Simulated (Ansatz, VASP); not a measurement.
# Two plane-wave programs on NaH

The input POSCAR:

```
NaH
1.0
    2.9743244007      0.0000000000      0.0000000000
    0.0000000000      2.9743244007      0.0000000000
    0.0000000000      0.0000000000      2.9743244007
Na H
1 1
Direct
    0.0000000000      0.0000000000      0.0000000000
    0.5000000000      0.5000000000      0.5000000000
```

Contents of INCAR.step1:

```
SYSTEM = NaH
ALGO     = Normal         ! electronic algorithm
EDIFF    = 1E-5           ! SCF threshold, eV
ENCUT    = 520            ! plane-wave cutoff, eV
GGA      = PE             ! functional
ISIF     = 2              ! what is computed and relaxed
ISMEAR   = 0              ! smearing method
LASPH    = .TRUE.         ! aspherical terms in the spheres
LCHARG   = .FALSE.        ! write CHGCAR
LREAL    = .FALSE.        ! projectors in reciprocal space
LWAVE    = .TRUE.         ! write WAVECAR
NBANDS   = 11             ! bands
NELM     = 100            ! most SCF steps
PREC     = Accurate       ! precision mode
SIGMA    = 0.01           ! smearing width, eV
```

File INCAR.step2:

```
SYSTEM = NaH
ALGO     = Normal         ! electronic algorithm
EDIFF    = 1E-6           ! SCF threshold, eV
ENCUT    = 520            ! plane-wave cutoff, eV
GGA      = PE             ! functional
HFSCREEN = 0.2079         ! screening, 1/A
ISIF     = 2              ! what is computed and relaxed
ISMEAR   = 0              ! smearing method
ISTART   = 1            
LASPH    = .TRUE.         ! aspherical terms in the spheres
LCHARG   = .FALSE.        ! write CHGCAR
LHFCALC  = .TRUE.         ! exact exchange
LREAL    = .FALSE.        ! projectors in reciprocal space
LWAVE    = .FALSE.        ! write WAVECAR
NBANDS   = 11             ! bands
NELM     = 100            ! most SCF steps
PREC     = Accurate       ! precision mode
PRECFOCK = Normal       
SIGMA    = 0.01           ! smearing width, eV
```

KPOINTS

```
k-points
0
G
  6 6 6
  0 0 0
```

Input for Ansatz:

```yaml
crystal:
  lattice:
    - [2.9743244007, 0.0, 0.0]
    - [0.0, 2.9743244007, 0.0]
    - [0.0, 0.0, 2.9743244007]
  atoms:
    - { symbol: Na, position: [0.0, 0.0, 0.0] }
    - { symbol: H, position: [0.5, 0.5, 0.5] }
kpoints:
  mp_grid: { grid: [6, 6, 6] }
  band_path:
    path: [[0.0, 0.0, 0.0], [0.0, 0.5, 0.0], [0.5, 0.5, 0.0], [0.5, 0.5, 0.5]]
    npoints: 1
hamiltonian:
  xc: hse06
scf:
  occupations: { method: fixed }
  n_extra_bands: 4
output:
  forces: true
  stress: true
  eigenvalues: true
```

Change from the starting cell: hydrostatic strain +1.4%.

Alike in both runs: task single point; functional HSE06; k mesh 6 × 6 × 6; no spin polarisation.

|  | VASP | Ansatz |
| --- | --- | --- |
| version | VASP 6.6.1 | Ansatz 0.2.0 |
| potentials or method | VASP PAW PBE potentials, release 64 (Na_pv, H) | plane waves, PAW |
| plane-wave cutoff (eV) | 520 | 420 |
| occupations | gaussian, width 0.01 eV | fixed |
| valence electrons in the cell | 8 | 10 |

|  | VASP | Ansatz | Ansatz less VASP |
| --- | --- | --- | --- |
| gap on the k mesh at the Fermi level (eV) | 1.87 | 1.87 | +0.004 |
| pressure (GPa) | -0.7 | -0.7 | +0.02 |

The two sets of potentials don't hold the same shells in valence. Ansatz warned: «stress_exchange_threshold_loose».

Caveats: the PAW data sets were made with another functional, which shifts forces and pressure a little (VASP). A k mesh can miss the band edges.
